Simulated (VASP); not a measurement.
# NaH, band structure: which settings are enough?

NaH, Fm-3m (no. 225), 2 atoms in the cell. LDA; PAW potentials Na_pv, H (LDA set). VASP 6.6.1.

Wanted: band energies at the path's corners within 0.02 eV; smallest gap over path and mesh within 0.01 eV.

What the run is for: bands; Accuracy asked: standard; Route: KPOINTS_OPT.

Band energies at the path's corners: counted from the valence top.

POSCAR:
```
NaH
1.0
    0.0000000000      2.4400000000      2.4400000000
    2.4400000000      0.0000000000      2.4400000000
    2.4400000000      2.4400000000      0.0000000000
Na H
1 1
Direct
    0.0000000000      0.0000000000      0.0000000000
    0.5000000000      0.5000000000      0.5000000000
```

The series start from Plane-wave cutoff (eV): 300; k-point mesh: 6 × 6 × 6; k points a path segment: 12; Electronic threshold (eV): 1e-6; Precision mode (PREC): Accurate; Bands in all (NBANDS): 16. Each series keeps the choices made before it, and each single choice may use up half of a tolerance.

## Plane-wave cutoff (eV)

| Plane-wave cutoff (eV) | Band energies at the path's corners, largest deviation (eV) | Smallest gap over path and mesh (eV) | Time (s) |
|---|---|---|---|
| 210 | 0.234 | 3.321 | 9.5 |
| 260 | 0.038 | 3.334 | 16 |
| 300 | 0.022 | 3.353 | 21 |
| 340 | 0.009 | 3.356 | 22 |
| 420 | 0.003 | 3.361 | 22 |
| 520 (reference) | 0.000 | 3.363 | 48 |

## k-point mesh

| k-point mesh | Band energies at the path's corners, largest deviation (eV) | Smallest gap over path and mesh (eV) | Time (s) |
|---|---|---|---|
| 3 × 3 × 3 | 0.008 | 3.365 | 22 |
| 4 × 4 × 4 | 0.002 | 3.362 | 26 |
| 5 × 5 × 5 | 0.001 | 3.360 | 24 |
| 6 × 6 × 6 | 0.000 | 3.361 | 22 |
| 8 × 8 × 8 | 0.000 | 3.361 | 28 |
| 10 × 10 × 10 (reference) | 0.000 | 3.361 | 35 |

## Electronic threshold (eV)

| Electronic threshold (eV) | Band energies at the path's corners, largest deviation (eV) | Smallest gap over path and mesh (eV) | Time (s) |
|---|---|---|---|
| 0.001 | 0.001 | 3.365 | 7.8 |
| 0.0001 | 0.000 | 3.365 | 13 |
| 1e-5 | 0.000 | 3.365 | 12 |
| 1e-6 | 0.000 | 3.365 | 12 |
| 1e-7 (reference) | 0.000 | 3.365 | 10 |

## Precision mode (PREC)

| Precision mode (PREC) | Band energies at the path's corners, largest deviation (eV) | Smallest gap over path and mesh (eV) | Time (s) |
|---|---|---|---|
| SingleN | 0.000 | 3.365 | 8.4 |
| Normal | 0.000 | 3.365 | 7.7 |
| Accurate (reference) | 0.000 | 3.365 | 7.8 |

## Bands in all (NBANDS)

| Bands in all (NBANDS) | Band energies at the path's corners, largest deviation (eV) | Smallest gap over path and mesh (eV) | Time (s) |
|---|---|---|---|
| 7 | 0.001 | 3.364 | 5.5 |
| 8 | 0.001 | 3.364 | 6.6 |
| 10 | 0.001 | 3.365 | 6.7 |
| 16 | 0.001 | 3.365 | 8.4 |
| 26 (reference) | 0.000 | 3.365 | 10 |

## Question

The rows run from the loosest to the tightest. For each series: choose the loosest value from which every tighter one stays within half of the tolerance.

## Answer

- Plane-wave cutoff (eV): 420
- k-point mesh: 3 × 3 × 3
- Electronic threshold (eV): 0.001
- Precision mode (PREC): SingleN
- Bands in all (NBANDS): 7

Also changed on the way, by series that aren't shown: k points a path segment: 5.

## All choices together

| Input | Band energies at the path's corners, largest deviation (eV) | Smallest gap over path and mesh (eV) | Time (s) |
|---|---|---|---|
| the program's defaults (naive) | 0.038 | 3.334 | 7.7 |
| chosen settings | 0.006 | 3.364 | 5.5 |
| reference settings throughout | 0.000 | 3.363 | 197 |

The tolerance is met.

## The input

INCAR:
```
  GGA = CA
  ISMEAR = 0
  SIGMA = 0.03
  LWAVE = False
  LCHARG = False
  NBANDS = 7
  PREC = SingleN
  LASPH = True
  LREAL = False
  ALGO = Normal
  EDIFF = 0.001
  NELM = 120
  GGA_COMPAT = False
  ENCUT = 420
  EFERMI = MIDGAP
```

KPOINTS:
```
Automatic mesh
0
Gamma
  3 3 3
  0 0 0
```

KPOINTS_OPT:
```
path GXWKGLUWLK,UX
5
line-mode
reciprocal
 0.0000000000  0.0000000000  0.0000000000  G
 0.5000000000  0.0000000000  0.5000000000  X

 0.5000000000  0.0000000000  0.5000000000  X
 0.5000000000  0.2500000000  0.7500000000  W

 0.5000000000  0.2500000000  0.7500000000  W
 0.3750000000  0.3750000000  0.7500000000  K

 0.3750000000  0.3750000000  0.7500000000  K
 0.0000000000  0.0000000000  0.0000000000  G

 0.0000000000  0.0000000000  0.0000000000  G
 0.5000000000  0.5000000000  0.5000000000  L

 0.5000000000  0.5000000000  0.5000000000  L
 0.6250000000  0.2500000000  0.6250000000  U

 0.6250000000  0.2500000000  0.6250000000  U
 0.5000000000  0.2500000000  0.7500000000  W

 0.5000000000  0.2500000000  0.7500000000  W
 0.5000000000  0.5000000000  0.5000000000  L

 0.5000000000  0.5000000000  0.5000000000  L
 0.3750000000  0.3750000000  0.7500000000  K

 0.6250000000  0.2500000000  0.6250000000  U
 0.5000000000  0.0000000000  0.5000000000  X
```

Commands:
```
cat potpaw_LDA.64/Na_pv/POTCAR potpaw_LDA.64/H/POTCAR > POTCAR
mpirun -np 1 vasp_std > vasp.out
```

Limits: LDA gaps are mostly well below measured ones.

The chosen input took VASP 6.6.1 5.5 s on 1 core (Intel Xeon Platinum 8375C @ 2.90GHz (Ice Lake)), a shared host.

## An input that fails: fixed density asked without a density file

VASP's message: ERROR: charge density could not be read from file CHGCAR for ICHARG>10.

Changes against the starting input:
```
- NELM = 120
+ NELM = 81
+ ICHARG = 11
```
